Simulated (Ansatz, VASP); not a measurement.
# AlNi: VASP beside Ansatz

```xyz
2
Lattice="2.8810 0.0000 0.0000 0.0000 2.8810 0.0000 0.0000 0.0000 2.8810" Properties=species:S:1:pos:R:3 pbc="T T T"
Al    0.0000    0.0000    0.0000
Ni    1.4405    1.4405    1.4405
```

Alike in both runs: task single point; functional PBE; k mesh 16 × 16 × 16; occupations gaussian, width 0.15 eV; no spin polarisation.

```csv
,VASP,Ansatz
version,VASP 6.6.1,Ansatz 0.2.0
potentials or method,"VASP PAW PBE potentials, release 64 (Al, Ni)","scalar-relativistic, plane waves, PAW"
plane-wave cutoff (eV),520,420
valence electrons in the cell,13,21
```

|  | VASP | Ansatz | Ansatz less VASP |
| --- | --- | --- | --- |
| gap on the k mesh at the Fermi level (eV) | none | none | - |
| pressure (GPa) | 2.0 | 2.1 | 0.00 |

A gap of «none» marks a metal or a gap that the smearing closes. With one functional, cell and mesh, what is left measures potentials, basis and numerics. The two sets of potentials don't hold the same shells in valence.

Spin polarisation is off, so any magnetic state and its effect on volume and gap are missing.
